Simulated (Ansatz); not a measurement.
# AgCl (Cmcm), zone-centre modes

These are results of DFT PBE, scalar-relativistic, plane waves, PAW (Ansatz 0.2.0), not measurements. The runs took a 420 eV cutoff, a Γ-centred 10×10×4 mesh and Gaussian smearing (0.05 eV). No spin polarisation.

The undisturbed cell (relaxed at this level; this form isn't the usual structure):

```yaml
crystal:
  lattice:
    - [-3.78617, 0.00000, 0.00000]
    - [0.00000, 0.00000, 3.89371]
    - [0.00000, 11.62244, 0.00000]
  atoms:
    - { symbol: Ag, position: [0.00000, 0.75000, 0.60605] }
    - { symbol: Ag, position: [0.50000, 0.75000, 0.10605] }
    - { symbol: Ag, position: [0.00000, 0.25000, 0.39395] }
    - { symbol: Ag, position: [0.50000, 0.25000, 0.89395] }
    - { symbol: Cl, position: [0.00000, 0.25000, 0.13352] }
    - { symbol: Cl, position: [0.50000, 0.25000, 0.63352] }
    - { symbol: Cl, position: [0.00000, 0.75000, 0.86648] }
    - { symbol: Cl, position: [0.50000, 0.75000, 0.36648] }
```

Harmonic modes by finite displacements of 0.02 Å, without the LO–TO term. The cell doubles the primitive one, so its zone centre also holds the primitive cell's point q = (1/2, 1/2, 0).

Question: At this geometry, is the structure stable against these modes?

Answer: No: 2 modes are unstable, the strongest at 31i cm⁻¹.

Question: List the wavenumbers in cm⁻¹.

Answer: 31i, 30i, 0, 0, 0, 24, 31, 32, 35, 42, 44, 44, 44, 110, 120, 124, 124, 127, 138, 140, 140, 145, 150, 158.

Cost: 1 run of about 12 core-minutes, on Arm Neoverse V2 (shared hosts).